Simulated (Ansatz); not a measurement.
# SiO2 (Fddd) in Ansatz: further runs, part 2 of 2

Ansatz 0.2.0.

## (5) Single point, PBE

input.yaml

```yaml
crystal:
  lattice:
    - [0.0, 4.71625711, 7.3627753715]
    - [2.3595806657, 0.0, 7.3627753715]
    - [2.3595806657, 4.71625711, 0.0]
  atoms:
    - { symbol: Si, position: [0.93676892, 0.93676892, 0.56323108] }
    - { symbol: Si, position: [0.68676892, 0.68676892, 0.31323108] }
    - { symbol: Si, position: [0.31323108, 0.31323108, 0.68676892] }
    - { symbol: Si, position: [0.56323108, 0.56323108, 0.93676892] }
    - { symbol: O, position: [0.0634396, 0.4365604, 0.0634396] }
    - { symbol: O, position: [0.4365604, 0.0634396, 0.4365604] }
    - { symbol: O, position: [0.8134396, 0.1865604, 0.8134396] }
    - { symbol: O, position: [0.1865604, 0.8134396, 0.1865604] }
    - { symbol: O, position: [0.125, 0.625, 0.625] }
    - { symbol: O, position: [0.625, 0.625, 0.625] }
    - { symbol: O, position: [0.625, 0.625, 0.125] }
    - { symbol: O, position: [0.625, 0.125, 0.625] }
hamiltonian:
  xc: pbe
  pseudopotentials: { kind: paw }
kpoints:
  mp_grid: { grid: [5, 5, 5] }
scf:
  occupations: { method: fermi_dirac, width: 0.05 }
output:
  forces: true
  stress: true
  eigenvalues: true
  write_density: true
  write_potential: true
  elf: true
  volumetric_format: npy
```

Potentials or basis: Ansatz PAW.

On the command line:

```bash
$ ansatz run input.yaml --threads 4 --pin off --max-ram 11264MiB --backend cpu --events-out ev --progress --plain --runs-dir out
```

Standard output:

```text
Warning: RAYON_NUM_THREADS=4 ignored (pool sized by the plan → 4); use --threads N
Engine: ansatz 0.2.0, aarch64-unknown-linux-gnu
Pseudopotentials: kind: paw
Pseudopotential: Si, paw, valence charge 4, recommended cutoff 420 eV (normal), Si.paw.azcp
Pseudopotential: O, paw, valence charge 6, recommended cutoff 420 eV (normal), O.paw.azcp
Functional definition: PBE
  parameter kappa = 0.804
  parameter beta = 0.06672455060314922
  exchange = pbe_x(kappa = kappa, mu = beta*pi^2/3)
  correlation = pbe_c(beta = beta)
Crystal: 12 atoms, lattice volume = 163.872 Å³
Basis set: ecut = 420 eV, 3169 PW (Γ), exchange–correlation on 120×108×72 points (8 copies of the dense FFT grid, shifted against one another)
Bands: 44, of which v1, the nominal top of the filled ones, is band 32 counted from 1 (31 counted from 0)
Symmetry: 8 space group operations
Space group: Fddd (ITA 70), of the structure as read, at distance tolerance 5.5e-5 Å
k-points: 27 of 125
Non-local potential: Si, projectors of the file, l = 0: 2, l = 1: 2, l = 2: 2
Non-local potential: O, projectors of the file, l = 0: 2, l = 1: 2, l = 2: 1
PAW form: soft (Blöchl's): semilocal exchange-correlation on the pseudo side does not see the compensation charge
PAW one-centre angular grid: Si, 110 points (default); XC on 64 Gauss nodes
PAW one-centre angular grid: O, 110 points (default); XC on 64 Gauss nodes
Initial density: superposition of atomic densities (neutral atoms: chi_scale 0, normalization atom), corrected by the library's trained network
Initial wavefunctions: pseudopotential atomic-orbital guess
Functional: x = pbe(κ = 0.804, μ = 0.2195149727645171), c = pbe(β = 0.06672455060314922)
SCF iter   1: F=—  HF=-7096.125524 eV  |F-HF|=—  |Δ(HF+E_count)|=         —  Δρ=1.50e-3  dr2=2.67e-3  ethr=1.77e-3  ⟨swp⟩=6.6  Hψ=6163  notcnv=0  defer=50
preconditioner: auto → Resta (q_TF=auto, 2.333 Å⁻¹)  ε∞=2.9  [insulator: Δε(μ)=5.767 eV  Ē_g=16.844 eV  σ=0.050 eV  W_gap=1.00  n_scr=30 (ndim 8)  ℏωp=23.2 eV  f_vac=0.190  D(μ)=0.00/eV (n_scr^D=0)  ε∞_Penn≈2.9]
SCF iter   2: F=—  HF=-7096.128007 eV  |F-HF|=—  |Δ(HF+E_count)|=   2.48e-3  Δρ=6.11e-4  dr2=2.31e-4  ethr=4.16e-6  ⟨swp⟩=2.3  Hψ=2187  notcnv=0  defer=88
SCF iter   3: F=—  HF=-7096.128645 eV  |F-HF|=—  |Δ(HF+E_count)|=   6.37e-4  Δρ=2.97e-4  dr2=7.85e-5  ethr=3.62e-7  ⟨swp⟩=2.8  Hψ=2028  notcnv=0  defer=88
SCF iter   4: F=—  HF=-7096.128854 eV  |F-HF|=—  |Δ(HF+E_count)|=   2.09e-4  Δρ=3.57e-5  dr2=2.03e-6  ethr=1.23e-7  ⟨swp⟩=2.0  Hψ=1858  notcnv=0  defer=88
SCF iter   5: F=—  HF=-7096.128857 eV  |F-HF|=—  |Δ(HF+E_count)|=   3.65e-6  Δρ=1.00e-5  dr2=1.73e-7  ethr=3.17e-9  ⟨swp⟩=2.0  Hψ=1587  notcnv=0  defer=88
SCF iter   6: F=-7096.128858 eV  HF=-7096.128858 eV  |F-HF|=6.12e-8  |Δ(HF+E_count)|=   2.45e-7  Δρ=8.42e-6  dr2=8.31e-8  ethr=1.56e-10  ⟨swp⟩=17.3  Hψ=9614  notcnv=0
SCF 1 converged in 6 iterations: F = -7096.128858 eV  dr2 = 8.31e-8
SCF converged after 6 iterations
Free energy (F): -7096.128858 eV
Harris-Foulkes:  -7096.128858 eV  (|F-HF|=6.12e-8)
Internal energy: -7096.128858 eV  (E = F + TS)
E sigma→0 (E₀):  -7096.128858 eV
Fermi energy:    4.755227 eV
--- Per-component energies (eV) ---
  E_band       = -325.223795
  E_kinetic    = 1613.124749
  E_local      = -4269.904773  (includes V_loc(G=0)·N_el)
  E_nonlocal   = 481.453818
  E_hartree    = 1553.123670
  E_xc         = -817.367874
  E_vxc        = -948.765852  (∫ρ·V_xc dr)
  E_paw        = -3325.921510  (= ΣΔE_a)
  E_vpaw       = -307.401960  (= ΣTr[D̂ρ^β])
  E_aug_tail   = 0.020939  (compensation charges beyond the density's cutoff)
  E_ewald      = -2330.657877
  E_smearing   = -0.000000  (= −TS)
  E_closure    = -0.000000  (closes the sum)
  Σ components = -7096.128858   (vs F -7096.128858, Δ=0.00e0)
--- Forces (eV/Å), atoms counted from 1 ---
  atom   1  Si     0.00000000     0.00000000     0.06798678
  atom   2  Si    -0.00000000     0.00000000     0.06798678
  atom   3  Si    -0.00000000     0.00000000    -0.06798678
  atom   4  Si     0.00000000    -0.00000000    -0.06798678
  atom   5  O     -0.00000000     0.36610654    -0.00000000
  atom   6  O      0.00000000    -0.36610654     0.00000000
  atom   7  O      0.00000000     0.36610654     0.00000000
  atom   8  O      0.00000000    -0.36610654     0.00000000
  atom   9  O      0.00000000     0.00000000     0.00000000
  atom  10  O      0.00000000     0.00000000    -0.00000000
  atom  11  O      0.00000000    -0.00000000     0.00000000
  atom  12  O      0.00000000    -0.00000000     0.00000000
  max |Σ_I F_I| component: 5.55e-17 eV/Å
--- Stress (GPa, compression-positive) ---
        4.867515       0.000000      -0.000000
        0.000000       5.140343       0.000000
       -0.000000       0.000000       4.963593
  P = ⅓ Tr σ = 4.9905 GPa (49.905 kbar)
--- Band table (eV; the first three rows and the last of 27) ---
  k-point 0: bands = ["-17.6084", "-16.6918", "-16.6582", "-15.6079", "-15.5654", "-15.4557", "-15.4197", "-15.4098", "-7.7933", "-5.9676", "-5.0516", "-4.0897", "-3.9329", "-3.5482", "-3.3227", "-3.0971", "-1.3386", "-0.8130", "-0.7972", "-0.7838", "-0.5936", "-0.3479", "-0.2891", "0.0388", "0.0742", "0.1908", "0.6427", "1.0559", "1.1769", "1.3733", "1.7701", "1.8130", "7.5911", "10.1407", "10.2192", "10.5302", "10.6467", "11.7227", "12.0697", "12.2283", "12.9787", "13.5512", "13.7550", "14.1981"]
  k-point 1: bands = ["-17.4790", "-16.8063", "-16.5066", "-15.7361", "-15.5855", "-15.4945", "-15.4591", "-15.4473", "-7.4548", "-6.1283", "-5.1567", "-4.0247", "-3.6965", "-3.5886", "-3.4153", "-3.1425", "-1.3743", "-1.2084", "-0.7480", "-0.7187", "-0.4721", "-0.2574", "-0.1853", "0.0153", "0.0545", "0.1380", "0.7946", "1.0188", "1.0745", "1.3923", "1.6192", "1.6992", "8.2241", "10.4764", "10.5628", "10.7201", "11.0273", "11.6094", "12.0129", "12.3317", "12.5100", "13.0019", "13.1689", "13.8183"]
  k-point 2: bands = ["-17.1866", "-16.8010", "-16.5243", "-16.0535", "-15.6012", "-15.5218", "-15.5053", "-15.4671", "-6.9452", "-6.0517", "-5.4404", "-4.1204", "-3.9422", "-3.4182", "-3.2161", "-3.1266", "-1.4286", "-1.3450", "-1.0417", "-0.6382", "-0.5457", "-0.3897", "-0.0843", "0.0049", "0.1590", "0.5651", "0.7301", "0.8595", "1.1081", "1.3808", "1.4981", "1.5274", "9.5656", "10.7383", "10.9023", "11.2063", "11.5760", "11.7059", "11.8303", "12.0137", "12.2839", "12.7217", "13.2785", "13.4662"]
  k-point 26: bands = ["-17.2901", "-17.2257", "-16.0571", "-15.9022", "-15.5932", "-15.5653", "-15.4445", "-15.4407", "-7.0904", "-6.8161", "-4.5153", "-4.0968", "-3.9440", "-3.5765", "-3.3050", "-3.2935", "-1.1529", "-1.0666", "-0.9499", "-0.8955", "-0.5643", "-0.4646", "-0.0564", "0.0722", "0.1648", "0.2750", "0.8070", "0.9921", "1.2248", "1.3477", "1.4742", "1.6224", "9.1184", "9.1742", "10.8221", "10.9337", "11.2882", "11.3926", "11.5535", "11.9403", "12.9434", "13.0303", "13.4483", "13.7294"]
```

It took 4.1 s on 4 threads of Arm Neoverse V1, shared host; peak memory 0.6 GiB.

Results:

```
Free energy            : -7096.1289 eV
Pressure               : 5.0 GPa
Largest force          : 0.366 eV/Å
Band gap on the k mesh : 5.78 eV, direct
```

Forces on the atoms (eV/Å):
```
Si   0.000  0.000  0.068
Si   0.000  0.000  0.068
Si   0.000  0.000 -0.068
Si   0.000  0.000 -0.068
O    0.000  0.366  0.000
O    0.000 -0.366  0.000
O    0.000  0.366  0.000
O    0.000 -0.366  0.000
O    0.000  0.000  0.000
O    0.000  0.000  0.000
O    0.000  0.000  0.000
O    0.000  0.000  0.000
```

Levels at points of the mesh, in eV from the valence-band top:
| k point | band 28 | band 29 | band 30 | band 31 | band 32 | band 33 | band 34 | band 35 | band 36 | band 37 |
| --- | --- | --- | --- | --- | --- | --- | --- | --- | --- | --- |
| (0.00, 0.00, 0.00) | -0.76 | -0.64 | -0.44 | -0.04 | 0.00 | 5.78 | 8.33 | 8.41 | 8.72 | 8.83 |

Caveat: odd divisions of the mesh miss points on the zone boundary, where band edges often lie, so the gap on the mesh can be too wide; the pressure holds a Pulay correction of +0.6 GPa for the finite cutoff. A k mesh can miss the band edges.

## (6) Summary

```tsv
task	level	cell	k mesh	cutoff (eV)	gap on the mesh (eV)	pressure (GPa)	relaxed volume (Å³/atom)	largest force (eV/Å)
relaxation of cell and atoms	RPBE	relaxed	7 × 7 × 7	420	5.66	0.0	14.28	-
relaxation of cell and atoms	r2SCAN+D3(BJ)	relaxed	7 × 7 × 7	500	6.43	0.0	13.57	-
single point	PBE	as given	7 × 7 × 7	350	5.77	4.9	-	0.36
single point	PBE	as given	5 × 5 × 5	420	5.78	5.0	-	0.37
```

Alike in all rows: potentials or basis Ansatz PAW; no spin polarisation; smearing fermi-dirac 0.05 eV.

Caveats: odd divisions of the mesh miss points on the zone boundary, where band edges often lie, so the gap on the mesh can be too wide; the plane-wave basis is chosen anew once the cell has moved, so the energies of steps on either side of that aren't comparable (some runs); the PAW data sets come from PBE, with cores solved anew for the run's functional, which leaves a small shift of forces and pressure (some runs); the dispersion damping was fitted for another functional or another form of the correction (some runs); the pressure holds a Pulay correction of +5.9 GPa for the finite cutoff (some runs); the cutoff lies under the one recommended for these potentials (some runs).

Total energies depend on the potentials used, so only differences within one code and one set of settings carry meaning.
